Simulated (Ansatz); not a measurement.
# GaN (F-43m): cell relaxations under several functionals from a Python script

A script is to give cell relaxations under several functionals; the system is GaN (F-43m).

All numbers are computed with Ansatz 0.2.0, driven from Python. The levels of theory stand in the script.

## (1) Starting point

Symmetry: F-43m, No. 216, cubic system. Conventional cell: a = 4.507 Å, b = 4.507 Å, c = 4.507 Å, α = 90.00°, β = 90.00°, γ = 90.00°. Around Ga (site symmetry -43m) lie 4 N at 1.95 Å. Around N (site symmetry -43m) lie 4 Ga at 1.95 Å.

No structure file is read: the coordinates are typed or built in the script.

## (2) Script

lattice_gan.py reads:

```python
"""How the lattice of GaN depends on the functional."""

import warnings

import ansatz
import numpy as np
from pymatgen.core import Lattice, Structure
from pymatgen.io.ase import AseAtomsAdaptor

CUTOFF_EV = 600
SMEARING = "Fixed"
FMAX = 0.03

def edges_and_angles(cell):
    cell = np.asarray(cell)
    a, b, c = np.linalg.norm(cell, axis=1)
    cosines = cell[1] @ cell[2] / (b * c), cell[0] @ cell[2] / (a * c), cell[0] @ cell[1] / (a * b)
    return (a, b, c, *np.degrees(np.arccos(cosines)))


def main() -> None:
    warnings.simplefilter("ignore", ansatz.DeckWarning)

    pmg_structure = Structure(
        Lattice([(0.0, 2.2535, 2.2535), (2.2535, 0.0, 2.2535), (2.2535, 2.2535, 0.0)]),
        ["Ga", "N"],
        [
            (0.0, 0.0, 0.0),
            (0.75, 0.75, 0.75),
        ],
    )
    cell = ansatz.Crystal.from_ase(AseAtomsAdaptor.get_atoms(pmg_structure))

    base = cell.calculation()
    base = base.basis(CUTOFF_EV).kpoints(7)
    base = base.occupations(SMEARING)
    base = base.relax(cell=True, force_tolerance=FMAX)

    levels = [("r2scan", "rvv10"), ("pbesol", "none"), ("rpbe", "none")]
    print("level            a       b       c    alpha   beta  gamma  V/atom  steps")
    for name, dispersion in levels:
        seen = []
        run = base.functional(name, dispersion=dispersion).session().plan()
        done = run.execute(on_event=lambda e: seen.append(e) if e["event"] == "relax_step" else None)
        cell = done.lattice.cell_ang
        label = name if dispersion == "none" else f"{name}+{dispersion}"
        print("{:13s} {:7.4f} {:7.4f} {:7.4f} {:6.2f} {:6.2f} {:6.2f}".format(label, *edges_and_angles(cell)), f"{abs(np.linalg.det(cell)) / len(done.lattice.sites):7.3f} {len(seen):5d}")


if __name__ == "__main__":
    main()
```

## (3) What the engine is handed

The engine receives this input (first run):

```yaml
crystal:
  lattice:
    - [0.0, 2.2535, 2.2535]
    - [2.2535, 0.0, 2.2535]
    - [2.2535, 2.2535, 0.0]
  atoms:
    - { symbol: Ga, position: [0.0, 0.0, 0.0] }
    - { symbol: "N", position: [0.75, 0.75, 0.75] }
basis:
  ecutwfc: 600.0
kpoints:
  mp_grid:
    grid: [7, 7, 7]
hamiltonian:
  xc: r2scan
  dispersion: rvv10
scf:
  occupations:
    method: fixed
relax:
  f_tol: 0.03
  cell: {}
```

## (4) The run

Run with:

```sh
> python lattice_gan.py
```

**Question.** Rank the levels of theory by the volume of the relaxed cell.

**Answer**, as computed:

| quantity | value |
| --- | --- |
| runs compared | 3 |
| relaxed volume | 11.30 (r2scan rvv10) to 12.04 Å³/atom (rpbe) |
| gap on the mesh | 1.44 (rpbe) to 2.17 eV (r2scan) |

From smallest to largest: r2SCAN+RVV10 (11.30 Å³ an atom, -1.3 % against the start), PBEsol (11.37 Å³ an atom, -0.6 % against the start) and RPBE (12.04 Å³ an atom, +5.2 % against the start). The spread is 6.5 % in volume. In run 1, the volume shrank by 1.3 % over 2 moves, and the space group stayed F-43m. In run 3, the volume grew by 5.2 % over 3 moves, and the space group stayed F-43m. Forces vanish by symmetry, so the ions can't move, and the end may be a saddle. Edges and angles that the script prints are those of the cell as typed, here a primitive one. The structure comes from a database of computed cells and needn't be a stable or known phase.
